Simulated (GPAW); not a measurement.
## CdTe: optical spectrum from first principles

Aim: the dielectric function of CdTe, and the optical constants that follow from it. The cell comes from an older database entry, whose edges can differ from later determinations, mostly by under a per cent.

Method: DFT, PBE, plane-wave PAW (GPAW data sets), scalar-relativistic, RPA, optical limit, in GPAW 26.7.0.

The database entry behind the starting cell differs from later determinations by our own check (an axis about 1.1 % short against later determinations), so it need not match the best structure at ambient conditions.

**1. The structure**

Symmetry: F-43m, No. 216, cubic system. Conventional cell: a = 6.410 Å, b = 6.410 Å, c = 6.410 Å, α = 90.00°, β = 90.00°, γ = 90.00°. Te has 4 Cd at 2.78 Å nearest. Nearest to Cd lie 4 Te at 2.78 Å. Farther neighbours and most contacts between anions are not listed.

As a file:

```
Te Cd
1.0
     0.00000    3.20500    3.20500
     3.20500    0.00000    3.20500
     3.20500    3.20500    0.00000
Te Cd
1 1
Cartesian
  4.8075 4.8075 4.8075
  0.0000 0.0000 0.0000
```

**2. Ground state**

The self-consistent density comes first; it also tells whether there is a gap, which decides the occupations and the need for a Drude term.

This step: DFT, PBE, plane-wave PAW (GPAW data sets), scalar-relativistic, ground state (GPAW 26.7.0).

Input file gs.py:

```python
from ase import Atoms
from ase.dft.bandgap import bandgap
from gpaw import GPAW, PW, FermiDirac

atoms = Atoms(['Te', 'Cd'],
              cell=[[0.000000000000, 3.205000000000, 3.205000000000],
                    [3.205000000000, 0.000000000000, 3.205000000000],
                    [3.205000000000, 3.205000000000, 0.000000000000]],
              scaled_positions=[[0.750000000000, 0.750000000000, 0.750000000000],
                                [0.000000000000, 0.000000000000, 0.000000000000]],
              pbc=[True, True, True])
atoms.calc = GPAW(mode=PW(500), xc='PBE', kpts={'size': (6, 6, 6), 'gamma': True},
                  occupations=FermiDirac(0.05), maxiter=150, txt='gs.txt')
print('energy (eV)', atoms.get_potential_energy())
print('Fermi level (eV)', atoms.calc.get_fermi_level())
print('valence electrons', atoms.calc.get_number_of_electrons())
print('gap (eV)', bandgap(atoms.calc, output=None)[0])
print('direct gap (eV)', bandgap(atoms.calc, direct=True, output=None)[0])
atoms.calc.write('gs.gpw')
```

Command:

```
> OMP_NUM_THREADS=1 python gs.py
```

Numbers of over 12 decimals in the logs are rounded to 6 here.

The log of the run:

```text
__  _  _
 | _ |_)|_||  |
 |__||  | ||/\| - 26.7.0

Versions:
  Python: 3.12.14
  ASE:    3.29.0
  Numpy:  2.5.5
  Scipy:  1.18.1
  Libxc:  7.0.0

Input parameters:
  mode=PW(ecut=500.0),
  kpts=MonkhorstPack(size=(6, 6, 6), gamma=True),
  maxiter=150,
  occupations=Occupations(name='fermi-dirac', width=0.05, fixmagmom=False),
  xc=XC(name='PBE')

Diagonalizing LCAO Hamiltonian
Converting LCAO to pw mode

                      Te

       Cd

Atoms  # Å, Bohr magnetons
|   | symbol |        x |        y |        z |    initial magnetic moments |
| 0 |     Te | 4.807500 | 4.807500 | 4.807500 | ( 0.0000,  0.0000,  0.0000) |
| 1 |     Cd | 0.000000 | 0.000000 | 0.000000 | ( 0.0000,  0.0000,  0.0000) |

Unit cell  # Å
| periodic |        x |        y |        z |  lengths |    angles |
|      yes | 0.000000 | 3.205000 | 3.205000 | 4.532554 | 60.000000 |
|      yes | 3.205000 | 0.000000 | 3.205000 | 4.532554 | 60.000000 |
|      yes | 3.205000 | 3.205000 | 0.000000 | 4.532554 | 60.000000 |

Number of symmetries: 24
Symmetry operations  # r_c * U_cc + t_c -> r_c
|    | kind |            matrix            |
|  0 |  E   |  1, 0, 0,  0, 1, 0,  0, 0, 1 |
|  1 |  σ   |  1, 0, 0,  0, 0, 1,  0, 1, 0 |
|  2 |  σ   |  1, 0,-1,  0, 1,-1,  0, 0,-1 |
|  3 |  C3  |  1, 0,-1,  0, 0,-1,  0, 1,-1 |
|  4 |  C3  |  1,-1, 0,  0,-1, 1,  0,-1, 0 |
|  5 |  σ   |  1,-1, 0,  0,-1, 0,  0,-1, 1 |
|  6 |  σ   |  0, 1, 0,  1, 0, 0,  0, 0, 1 |
|  7 |  C3  |  0, 1, 0,  0, 0, 1,  1, 0, 0 |
|  8 |  C2  |  0, 1,-1,  1, 0,-1,  0, 0,-1 |
|  9 |  S4  |  0, 1,-1,  0, 0,-1,  1, 0,-1 |
| 10 |  C3  |  0, 0, 1,  1, 0, 0,  0, 1, 0 |
| 11 |  σ   |  0, 0, 1,  0, 1, 0,  1, 0, 0 |
| 12 |  S4  |  0, 0,-1,  1, 0,-1,  0, 1,-1 |
| 13 |  C3  |  0, 0,-1,  0, 1,-1,  1, 0,-1 |
| 14 |  S4  |  0,-1, 1,  1,-1, 0,  0,-1, 0 |
| 15 |  C2  |  0,-1, 1,  0,-1, 0,  1,-1, 0 |
| 16 |  C3  |  0,-1, 0,  1,-1, 0,  0,-1, 1 |
| 17 |  S4  |  0,-1, 0,  0,-1, 1,  1,-1, 0 |
| 18 |  S4  | -1, 1, 0, -1, 0, 1, -1, 0, 0 |
| 19 |  C3  | -1, 1, 0, -1, 0, 0, -1, 0, 1 |
| 20 |  C3  | -1, 0, 1, -1, 1, 0, -1, 0, 0 |
| 21 |  S4  | -1, 0, 1, -1, 0, 0, -1, 1, 0 |
| 22 |  σ   | -1, 0, 0, -1, 1, 0, -1, 0, 1 |
| 23 |  C2  | -1, 0, 0, -1, 0, 1, -1, 1, 0 |

BZ-sampling:
  Number of BZ points: 216
  Number of IBZ points: 16

  Monkhorst-Pack size: [6, 6, 6]
  Monkhorst-Pack shift: [0.083333, 0.083333, 0.083333]

K-points  # in reciprocal-cell coordinates
|     |                                coordinates |     weight |
|   0 | (  0.00000000,   0.00000000,   0.00000000) | 0.00462963 |
|   1 | (  0.16666667,   0.16666667,   0.00000000) | 0.02777778 |
|   2 | (  0.16666667,   0.16666667,   0.16666667) | 0.03703704 |
|   3 | (  0.33333333,   0.16666667,   0.16666667) | 0.05555556 |
|   4 | (  0.33333333,   0.33333333,  -0.33333333) | 0.05555556 |
|   5 | (  0.33333333,   0.33333333,   0.00000000) | 0.02777778 |
|   6 | (  0.33333333,   0.33333333,   0.16666667) | 0.11111111 |
|   7 | (  0.33333333,   0.33333333,   0.33333333) | 0.03703704 |
|   8 | (  0.50000000,   0.33333333,  -0.33333333) | 0.11111111 |
|   9 | (  0.50000000,   0.33333333,  -0.16666667) | 0.05555556 |
| ... |                                            |            |
|  15 | (  0.50000000,   0.50000000,   0.50000000) | 0.01851852 |

Plane wave coefficients: 1687
Cutoff: 500.0 eV

Spin-components: 1 (collinear spins)
Bands:           13
Projectors:      11
Spin-degeneracy: 2
Datatype:        complex128

Parallelization:
  kpt:    1
  domain: 1
  band:   1

Density:
  Valence electrons: 18.0
  Components: 1
  Grid points: [24 24 24]
  Charge: 0.0  # |e|

Potential:
  Grid points: [24 24 24]

species:
  Te:
    name:    Tellurium
    id:
    Z:       52.0
    valence: 6
    core:    46
    charge:  0.0  # [|e|]
    compensation charges:
      type: gauss
      rc: 0.36  # [Å]
      lmax: 2
    cutoffs:
      filter: 2.09  # [Å]
      core: 3.17  # [Å]
    projectors
    | kind |    occ | energy [eV] | rcut [Å] |
    |   5s |  2.000 |     -15.089 |    1.180 |
    |   5p |  4.000 |      -5.955 |    1.196 |
    |    s |        |      12.123 |    1.180 |
    |    p |        |      21.256 |    1.196 |
    |    d |        |       0.000 |    1.238 |

    Using partial waves for Te as LCAO basis

  Cd:
    name:    Cadmium
    id:
    Z:       48.0
    valence: 12
    core:    36
    charge:  0.0  # [|e|]
    compensation charges:
      type: gauss
      rc: 0.38  # [Å]
      lmax: 2
    cutoffs:
      filter: 2.12  # [Å]
      core: 2.62  # [Å]
    projectors
    | kind |    occ | energy [eV] | rcut [Å] |
    |   5s |  2.000 |      -5.655 |    1.191 |
    |   5p |  0.000 |      -1.186 |    1.228 |
    |   4d | 10.000 |     -11.739 |    1.164 |
    |    s |        |      21.556 |    1.191 |
    |    p |        |      26.026 |    1.228 |
    |    d |        |      15.473 |    1.164 |

    Using partial waves for Cd as LCAO basis

Reference energy: -336963.801770  # eV

eigensolver:
  PPCG
  Converge bands: occupied
  niter=2

density mixing:
  MSR1-Mixer
  Pratt-step length: 0.05
  Maximum mixing coefficient: 0.75
  Old densities: 10
  SVD Regularization: 0.005
  Good broyden scale: 1.0
  Trust region scale: 1.0
  Backstep threshold: 4.0
  History deletion threshold: 6.0
  Fourier metric: weight=20.0, sigma=0.015

occupation numbers:
  Fermi-Dirac:
    width: 0.0500  # eV

poisson solver:
  ecut: 4000.0  # eV

xc functional:
  name: PBE with 2 nearest neighbor stencil

convergence criteria:
- Maximum [total energy] change in last 3 cyles: 0.0005 eV / valence electron
- Maximum integral of absolute [dens]ity change: 0.0001 electrons / valence electron
- Maximum integral of absolute [eigenst]ate change: 4e-08 eV^2 / valence electron
maximum number of iterations: 150

SCF iterations
|iter     |      energy | eigst |  dens |
|iter:   1||   -5.211590 | -0.37 |       |
|iter:   2||   -5.168839 | -2.31 | -1.25 |
|iter:   3||   -5.001604 | -1.44 | -1.30 |
|iter:   4||   -4.998449 | -2.93 | -1.74 |
|iter:   5||   -4.998014c| -3.55 | -2.18 |
|iter:   6||   -4.998079c| -4.98 | -2.81 |
|iter:   7||   -4.998084c| -6.19 | -3.50 |
|iter:   8||   -4.998084c| -6.98 | -4.15c|
|iter:   9||   -4.998084c| -7.69c| -5.14c|

Converged in 9 steps
SCF loop duration: 4.167 s (0.463 s/step)
Energy contributions relative to reference atoms: (reference = -336963.801770)

Energy contributions:
  Kinetic:          22.270840
  Coulomb:         -20.115613
  Zero:              0.267792
  External:          0.000000
  Xc:               -7.421101
  Entropy:          -0.000003
  Spinorbit:         0.000000
  ----------------------------
  Free energy:      -4.998085
  Extrapolated:     -4.998084

dipole moment: (-16.505860, -16.505860, -16.505860)  # |e|*Ang

Fermi level: 4.553
Eigenvalues  # (at kpt = [0.000, 0.000, 0.000])
| band index |      eig [eV] | occ [0-2] |
|          0 |        -7.266 |     2.000 |
|          1 |        -4.271 |     2.000 |
|          2 |        -4.271 |     2.000 |
|          3 |        -4.271 |     2.000 |
|          4 |        -3.984 |     2.000 |
|          5 |        -3.984 |     2.000 |
|          6 |         4.090 |     2.000 |
|          7 |         4.090 |     2.000 |
|          8 |         4.090 |     2.000 |
|          9 |         4.960 |     0.001 |
|         10 |         8.661 |     0.000 |
|         11 |         8.661 |     0.000 |
|         12 |         8.661 |     0.000 |

Gap: 0.870 eV
Transition (v -> c):
  (s=0, k=0, n=8, [0.00, 0.00, 0.00]) -> (s=0, k=0, n=9, [0.00, 0.00, 0.00])
No difference between direct/indirect transitions

--- standard output ---
energy (eV) -4.998084
Fermi level (eV) 4.553300
valence electrons 18.0
gap (eV) 0.869978
direct gap (eV) 0.869978
```

Elapsed: 5.9 s, on 1 thread of Intel Xeon Platinum 8488C (Sapphire Rapids), shared host; peak memory 0.15 GiB.

Read-outs, printed or worked out from the files:

| Item | Value |
| --- | --- |
| energy | -4.998 eV |
| Fermi energy | 4.553 eV |
| gap on the k-mesh | 0.8700 eV |
| direct gap on the mesh | 0.8700 eV |
| electrons | 18 |

There is a gap, 0.87 eV on this mesh (points off the mesh can give less), so no carriers' term is needed.

**3. Bands for the response**

The response needs many more empty bands than the density does.

This step: DFT, PBE, plane-wave PAW (GPAW data sets), scalar-relativistic, bands at fixed density (GPAW 26.7.0).

Input file nscf.py:

```python
from ase.dft.bandgap import bandgap
from gpaw import GPAW, FermiDirac

calc = GPAW('gs.gpw').fixed_density(kpts={'size': (9, 9, 9), 'gamma': True}, nbands=46, convergence={'bands': 40},
                                    occupations=FermiDirac(0.001), txt='nscf.txt')
print('gap (eV)', bandgap(calc, output=None)[0])
print('direct gap (eV)', bandgap(calc, direct=True, output=None)[0])
print('top band over the Fermi level (eV)', min(calc.get_eigenvalues(kpt=k)[39] for k in range(len(calc.get_ibz_k_points()))) - calc.get_fermi_level())
calc.write('full.gpw', mode='all')
```

Command:

```
> OMP_NUM_THREADS=1 python nscf.py
```

The log of the run:

```text
Diagonalizing LCAO Hamiltonian
Converting LCAO to pw mode
convergence criteria:
- Maximum integral of absolute [eigenst]ate change: 4e-08 eV^2 / valence electron
maximum number of iterations: 150

SCF iterations
|iter     |      energy | eigst |  dens |
|iter:   1||             | +3.70 |       |
|iter:   2||             | +2.27 |       |
|iter:   3||             | +1.33 |       |
|iter:   4||             | +0.33 |       |
|iter:   5||             | -0.52 |       |
|iter:   6||             | -1.33 |       |
|iter:   7||             | -2.09 |       |
|iter:   8||             | -2.82 |       |
|iter:   9||             | -3.56 |       |
|iter:  10||             | -4.29 |       |
|iter:  11||             | -5.02 |       |
|iter:  12||             | -5.70 |       |
|iter:  13||             | -6.34 |       |
|iter:  14||             | -6.87 |       |
|iter:  15||             | -7.38 |       |
|iter:  16||             | -7.79c|       |
SCF steps: 16
  __  _  _
 | _ |_)|_||  |
 |__||  | ||/\| - 26.7.0

Versions:
  Python: 3.12.14
  ASE:    3.29.0
  Numpy:  2.5.5
  Scipy:  1.18.1
  Libxc:  7.0.0

Input parameters:
  mode=PW(ecut=500.0),
  convergence={'bands': 40},
  gpts=array([24, 24, 24]),
  kpts=MonkhorstPack(size=(9, 9, 9), gamma=True),
  maxiter=150,
  nbands=46,
  occupations=Occupations(name='fermi-dirac', width=0.001, fixmagmom=False),
  parallel={},
  xc=XC(name='PBE')

--- standard output ---
gap (eV) 0.869978
direct gap (eV) 0.869978
top band over the Fermi level (eV) 28.570386
```

The job ended after 49 s (1 thread; peak memory 0.21 GiB).

**4. Dielectric function, RPA**

Transitions between filled and empty bands, summed over the zone, give the optical response, so mesh, band count and broadening shape it.

The induced potential is part of this response.

This step: DFT, PBE, plane-wave PAW (GPAW data sets), scalar-relativistic, RPA, optical limit (GPAW 26.7.0).

Input file df.py:

```python
from gpaw.response.df import DielectricFunction

df = DielectricFunction('full.gpw', frequencies={'type': 'nonlinear', 'domega0': 0.03, 'omega2': 8},
                        ecut=50,
                        eta=0.15,
                        nbands=40,
                        txt='df.txt')
for direction in ['x', 'z']:
    df.get_dielectric_function(xc='RPA', direction=direction, filename=f'df_{direction}.csv')
```

Command:

```
> OMP_NUM_THREADS=1 python df.py
```

The log of the run:

```text
Using integrator: PointIntegrator
NonLinearFrequencyDescriptor(from 0.000 to 42.921 eV, 445 points)
Nonperiodic BCs:  [False False False]
Using integrator: PointIntegrator
NonLinearFrequencyDescriptor(from 0.000 to 42.921 eV, 445 points)
Nonperiodic BCs:  [False False False]

Calculating chi0 body with:
    Ground state adapter containing:
    Number of spins: 1
    Number of kpoints: 729
    Number of irreducible kpoints: 35
    Number of completely occupied states: 9
    Number of partially occupied states: 9

    Linear response parametrization:
    q_c: [0.0, 0.0, 0.0]
    Number of frequency points: 445
    Planewave cutoff: 50.0
    Number of bands: 40
    Number of planewaves: 59
    Broadening (eta): 0.15

Integrating chi0 body.

Symmetries of q_c:
    Direct symmetries (Uq -> q): 24
    Indirect symmetries (TUq -> q): 24
In total 48 allowed symmetries.

35 groups of equivalent kpoints. 95.198903% reduction.

Integral kind: spectral function

Calculating chi0 optical extensions with:
    Ground state adapter containing:
    Number of spins: 1
    Number of kpoints: 729
    Number of irreducible kpoints: 35
    Number of completely occupied states: 9
    Number of partially occupied states: 9

    Linear response parametrization:
    Number of frequency points: 445
    Planewave cutoff: 50.0
    Number of bands: 40
    Number of planewaves: 59
    Broadening (eta): 0.15
Integrating chi0 head and wings.

Symmetries of q_c:
    Direct symmetries (Uq -> q): 24
    Indirect symmetries (TUq -> q): 24
In total 48 allowed symmetries.

35 groups of equivalent kpoints. 95.198903% reduction.

Integral kind: spectral function wings
```

Wall time 7.3 s (1 thread); peak memory 0.3 GiB.

This step gave:

- electronic dielectric constant ε∞, mean over x, y and z (by symmetry where fewer were run): 8.626

(Part 1 of 2 ends here.)

[Machine, clock and banner lines and Python warnings are left out of the logs.]

[Logs are printed without paths, hosts, clocks, repeated set-up lines and the standing remarks that a program may print on its own settings, such as how far it seeks lower states.]

[Hosts, paths, dates, database ids (printed as entryN), source tags and the programs' standing remarks are cut or masked in the printed files.]
